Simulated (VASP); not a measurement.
Set up this calculation in VASP 6.6.1, as the native input.

- Task: relaxation of cell and atoms
- Functional: PBE
- Dispersion: D3(BJ)
- Potentials or basis: VASP PAW PBE potentials, release 64 (Ba_sv, F)
- Cutoff: 600 eV
- k mesh: 8 × 8 × 8
- Occupations: gaussian, width 0.03 eV
- Spin: no spin polarisation
- Further INCAR settings: ALGO = Normal; EDIFF = 1e-06; IBRION = 2; EDIFFG = -0.01; NSW = 90; ISIF = 3

The structure of BaF2 (Frankdicksonite) lies in POSCAR:

```
BaF2
1.0
    0.0000000000      3.1000500000      3.1000500000
    3.1000500000      0.0000000000      3.1000500000
    3.1000500000      3.1000500000      0.0000000000
Ba F
1 2
Direct
    0.0000000000      0.0000000000      0.0000000000
    0.2500000000      0.2500000000      0.2500000000
    0.7500000000      0.7500000000      0.7500000000
```

These files were run (other wordings do the same):

INCAR

```
SYSTEM = BaF2
ALGO = Normal ; EDIFF = 1E-6
EDIFFG = -0.01 ; ENCUT = 600
GGA = PE ; IBRION = 2
ISIF = 3 ; ISMEAR = 0
IVDW = 12 ; LASPH = .True.
LCHARG = .False. ; LREAL = .False.
LWAVE = .False. ; NELM = 80
NSW = 90 ; PREC = Accurate
SIGMA = 0.03
```

KPOINTS

```
k-points
0
Gamma
  8 8 8
  0 0 0
```

Potentials or basis: VASP PAW PBE potentials, release 64 (Ba_sv, F).

The run is started by

```sh
$ cat potpaw_PBE.64/Ba_sv/POTCAR potpaw_PBE.64/F/POTCAR > POTCAR
$ mpirun -np 1 vasp_std > vasp.out
```

It gave:

| Property | Result |
| --- | --- |
| Relaxed volume | 20.29 Å³/atom |
| Relaxed cell | a = 4.416 Å, b = 4.416 Å, c = 4.416 Å, α = 60.00°, β = 60.00°, γ = 60.00° |
| Space group after relaxing (to 0.05 Å) | Fm-3m (No. 225) |
| Energy gained by relaxing | 1.5 meV/atom |
| Ionic steps | 2 |
| Pressure after relaxing | -0.1 GPa |
| Band gap on the k mesh | 6.67 eV, indirect (least direct gap 6.74 eV) |
| Dispersion energy per atom | -0.131 eV |

Caveat: spin-orbit coupling is left out, which moves the levels of the heavy elements.

Run time: 45 s on 1 thread of Intel(R) Xeon(R) Platinum 8488C (Sapphire Rapids), on a shared host, peak memory 0.22 GiB.
